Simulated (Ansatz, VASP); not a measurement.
F in VASP and in Ansatz

The input INCAR:

```
PREC     = Accurate       # precision mode
ENCUT    = 520            # plane-wave cutoff, eV
EDIFF    = 1E-6           # SCF threshold, eV
ISMEAR   = -1             # smearing method
SIGMA    = 0.05           # smearing width, eV
LREAL    = F              # projectors in reciprocal space
LASPH    = T              # aspherical terms in the spheres
NELM     = 80             # most SCF steps
ALGO     = Normal         # electronic algorithm
ISIF     = 2              # what is computed and relaxed
LWAVE    = F              # write WAVECAR
LCHARG   = T              # write CHGCAR
GGA      = PE             # functional
LELF     = T              # ELF
LVHAR    = T            
NBANDS   = 14             # bands
```

File KPOINTS:

```
Automatic mesh
0
Gamma
  13 13 13
```

File POSCAR:

```
F
1.0
    0.0000000000      2.2242738051      2.2242738051
    2.2242738051      0.0000000000      2.2242738051
    2.2242738051      2.2242738051      0.0000000000
F
2
Direct
   -0.1250000000     -0.1250000000     -0.1250000000
    0.1250000000      0.1250000000      0.1250000000
```

Input for Ansatz:

```yaml
crystal:
  lattice:
    - [0.0, 2.2242738051, 2.2242738051]
    - [2.2242738051, 0.0, 2.2242738051]
    - [2.2242738051, 2.2242738051, 0.0]
  atoms:
    - { symbol: F, position: [-0.125, -0.125, -0.125] }
    - { symbol: F, position: [0.125, 0.125, 0.125] }
kpoints:
  mp_grid: { grid: [13, 13, 13] }
scf:
  occupations: { method: fermi_dirac, width: 0.05 }
hamiltonian:
  xc: pbe
  pseudopotentials: { kind: all_electron, lapw: { basis_error: 0.001 } }
output:
  forces: true
  stress: true
  eigenvalues: true
  populations: true
```

Change from the starting cell: volume scaled by 0.76, LAPW.

Alike in both runs: task single point; functional PBE; k mesh 13 × 13 × 13; occupations fermi-dirac, width 0.05 eV; no spin polarisation.

```csv
,VASP,Ansatz
version,VASP 6.6.1,Ansatz 0.2.0
potentials or method,"VASP PAW PBE potentials, release 64 (F)","all-electron LAPW, scalar-relativistic"
plane-wave cutoff (eV),520,see its input
```

|  | VASP | Ansatz | Ansatz less VASP |
| --- | --- | --- | --- |
| pressure (GPa) | 21.1 | 21.6 | +0.51 |

Ansatz ran all-electron here, so the differences hold the error of VASP's frozen core and of both bases.

Caveats: so large a pressure means that the cell lies far from this level's equilibrium, or that cutoff or potentials fall short (VASP).
